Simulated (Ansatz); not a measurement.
# CuCl (zincblende type): independent-particle optics

Aim: the dielectric function of CuCl (zincblende type) in the independent-particle picture, and how it depends on the functional and on the gap. The runs, in order: HSE06 for the gap; optics with PBE on 6×6×6; optics with r2SCAN on 6×6×6; optics with PBE and scissors to the HSE06 gap on 6×6×6.

Program: Ansatz 0.2.0. Level of theory: plane waves, PAW; no local fields, no excitons. These are calculated values, not measurements.

1 further run of the same task is left out (it didn't finish). Runs told in other sessions of the task aren't counted.

## (1) The structure to begin with

The structure is cubic, space group F-43m (No. 216). Conventional cell: a = 5.358 Å, b = 5.358 Å, c = 5.358 Å, α = 90.00°, β = 90.00°, γ = 90.00°. Around Cu (site symmetry -43m) lie 4 Cl at 2.32 Å. Cl (site symmetry -43m) is surrounded by 4 Cu at 2.32 Å.

Coordinates:

```cif
data_structure
_symmetry_space_group_name_H-M 'P 1'
_symmetry_Int_Tables_number 1
_cell_length_a 3.7883
_cell_length_b 3.7883
_cell_length_c 3.7883
_cell_angle_alpha 60.000
_cell_angle_beta 60.000
_cell_angle_gamma 60.000
_cell_volume 38.44
loop_
_atom_site_label
_atom_site_type_symbol
_atom_site_fract_x
_atom_site_fract_y
_atom_site_fract_z
_atom_site_occupancy
Cu1 Cu 0.00000 0.00000 0.00000 1
Cl1 Cl 0.25000 0.25000 0.25000 1
```

The cell was relaxed beforehand with r2SCAN; those runs aren't shown. No spin polarisation is used; should the compound be magnetic, its bands and low-energy spectrum would differ.

## (2) HSE06 levels at special points

The input, input.yaml:

```yaml
crystal:
  lattice:
    - [0.0, 2.6787561796, 2.6787561796]
    - [2.6787561796, 0.0, 2.6787561796]
    - [2.6787561796, 2.6787561796, 0.0]
  atoms:
    - { symbol: Cu, position: [0.0, 0.0, 0.0] }
    - { symbol: Cl, position: [0.25, 0.25, 0.25] }
kpoints:
  mp_grid: { grid: [4, 4, 4] }
  band_path:
    path:
      - [0.0, 0.0, 0.0]
      - [-0.5, -0.5, 0.0]
      - [-0.375, -0.375, 0.25]
      - [-0.375, 0.0, 0.375]
      - [0.0, 0.0, 0.5]
      - [-0.5, -0.25, 0.25]
    npoints: 1
hamiltonian:
  xc: hse06
scf:
  occupations: { method: fixed }
  n_extra_bands: 4
output:
  forces: true
  stress: true
  eigenvalues: true
```

Launch:

```bash
$ ansatz run input.yaml --threads 4 --pin off --max-ram 3686MiB --backend cpu --events-out ev --progress --plain --runs-dir out
```

The runs that follow: Optics, PBE; Optics, r2SCAN; Optics, PBE with a scissors shift.

Before running them: what should the planned runs give, taken together? Wanted: ε∞, PBE; ε∞, r2SCAN; tallest peak of ε₂, PBE; tallest peak of ε₂, r2SCAN; HSE06 direct gap.

As calculated:

| quantity | value |
| --- | --- |
| ε∞, PBE | 5.55 |
| ε∞, r2SCAN | 4.72 |
| ε∞, PBE + 1.82 eV scissors | 4.30 |
| tallest peak of ε₂, PBE | 6.4 at 8.70 eV |
| tallest peak of ε₂, r2SCAN | 5.8 at 9.15 eV |
| tallest peak of ε₂, PBE + 1.82 eV scissors | 6.4 at 10.50 eV |
| HSE06 direct gap | 2.42 eV |

PBE + 1.82 eV scissors has the widest direct gap (2.42 eV) and PBE the narrowest (0.59 eV); ε∞ is 4.30 and 5.55: a wider gap screens less. With a direct gap of only 0.59 eV, ε∞ hangs on the few k points next to it, so this mesh fixes it only roughly. Local fields and excitons are left out: both change ε∞, and without excitons the onset lacks its lines.
